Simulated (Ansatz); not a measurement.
Input and command of a plane-wave DFT calculation in Ansatz:

```yaml
crystal:
  lattice:
    - [3.0244079044, 0.0, 0.0]
    - [-1.5122039522, 2.6192140766, 0.0]
    - [0.0, 0.0, 10.5013059937]
  atoms:
    - { symbol: Ti, position: [0.6666666667, 0.3333333333, 0.8997311427] }
    - { symbol: Ti, position: [0.3333333333, 0.6666666667, 0.3997311427] }
    - { symbol: Ti, position: [0.6666666667, 0.3333333333, 0.6002688573] }
    - { symbol: Ti, position: [0.3333333333, 0.6666666667, 0.1002688573] }
    - { symbol: O, position: [0.0, 0.0, 0.75] }
    - { symbol: O, position: [0.0, 0.0, 0.25] }
basis:
  ecutwfc: 500
kpoints:
  mp_grid: { grid: [6, 6, 2] }
hamiltonian:
  xc: r2scan
scf:
  occupations: { method: gaussian, width: 0.1 }
output:
  forces: true
  stress: true
  eigenvalues: true
relax:
  adjacent_minimum: "off"
  f_tol: 0.05
  max_steps: 60
  cell: { stress_tol: 0.5 }
```

```bash
ansatz run input.yaml --threads 1 --pin off --max-ram 2560MiB --backend cpu --events-out ev --progress --plain --runs-dir out
```

Processor: Oxide Virtual Turin-like Processor (Zen 5), 1 thread, on a host shared with other jobs.

Q: Estimate time, memory and problem size.

A: About 23 s on 1 thread of Oxide Virtual Turin-like Processor (Zen 5) (shared host), peak memory 0.62 GiB. It solves 36 bands at 14 k points (the mesh reduced by symmetry) with about 1813 plane waves (on the last cell), in 34 SCF iterations over 5 ionic steps.
